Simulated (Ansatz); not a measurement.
The cell is CaO, 4H polytype; cell and atoms were relaxed with r2SCAN. Ca is surrounded by 4 O at 2.25–2.27 Å; Ca is surrounded by 4 O at 2.24–2.26 Å; O is surrounded by 4 Ca at 2.26–2.27 Å; O is surrounded by 4 Ca at 2.24–2.25 Å.

Space group P6_3mc (No. 186). a = 3.733 Å, b = 3.733 Å, c = 11.692 Å, α = 90.00°, β = 90.00°, γ = 120.00°
```csv
atom,site,symmetry,x,y,z
Ca,2a,3m.,0.0000,0.0000,0.9964
Ca,2b,3m.,0.3333,0.6667,0.2479
O,2a,3m.,0.0000,0.0000,0.1910
O,2b,3m.,0.3333,0.6667,0.4397
```

The questions ask for values computed with the plane-wave code Ansatz on this geometry. The calculation is spin-unpolarised, and the structure need not be a phase that has been made.

Given (12×12×2 mesh): With PBE the valence top lies at M and the conduction bottom at Γ, 3.41 eV higher; the smallest vertical gap, at Γ, is 3.80 eV.

(1) Estimate the gap with r2SCAN on 12×12×2.

(2) Estimate the gap with HSE06 on 6×6×2.

(3) Estimate the gap with PBE0 on 6×6×2.

(4) How strongly does the crystal screen a field with clamped ions (r2SCAN)?

Results:

(1) r2SCAN gives an indirect gap of 3.85 eV, from M to Γ; the least direct gap is 4.23 eV at Γ. The gap differs by +0.44 eV from PBE's.

(2) HSE06 gives an indirect gap of 4.82 eV, from M to Γ; the least direct gap is 5.20 eV at Γ. The gap differs by +1.41 eV from PBE's.

(3) With PBE0 the valence top lies at k = (1/6, 1/3, 0) and the conduction bottom at Γ, 5.53 eV higher; the smallest vertical gap, at Γ, is 5.92 eV. The gap differs by +2.12 eV from PBE's.

(4) The electronic dielectric tensor ε∞ is 3.07 along x and y, 3.11 along z. Born charges, averaged over directions: Ca +2.08 to +2.10, O -2.10 to -2.08 e. The program notes that the ground state's band table doesn't vouch for all the bands that the response reads.

Coordinates of k points refer to the reciprocal vectors of the primitive cell of the runs.

The meshes of the hybrids are coarse, so their gaps aren't converged to the digits shown.
